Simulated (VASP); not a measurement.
Here is a VASP 6.6.1 calculation.

File INCAR:

```
  ALGO = Normal
  EDIFF = 1E-7
  ENCUT = 520
  GGA = PE
  ISIF = 2
  ISMEAR = 0
  LASPH = True
  LCHARG = False
  LREAL = False
  LWAVE = False
  NELM = 80
  PREC = Accurate
  SIGMA = 1.0
```

File KPOINTS:

```
k-points
0
Gamma
  18 18 18
```

File POSCAR:

```
Al                                      
1.0
    0.0000000000      1.9849158883      1.9849158883
    1.9849158883      0.0000000000      1.9849158883
    1.9849158883      1.9849158883      0.0000000000
  Al            
     1
Direct
     0.0000000000000000    0.0000000000000000    0.0000000000000000
```

Potentials or basis: VASP PAW PBE potentials, release 64 (Al).

Command:

```bash
$ cat potpaw_PBE.64/Al/POTCAR > POTCAR
$ mpirun -np 1 vasp_std > vasp.out
```

Q: Estimate the pressure.

A: 5.4 GPa.

Q: Predict the band gap on the k mesh.

A: None (metal or under the smearing width).
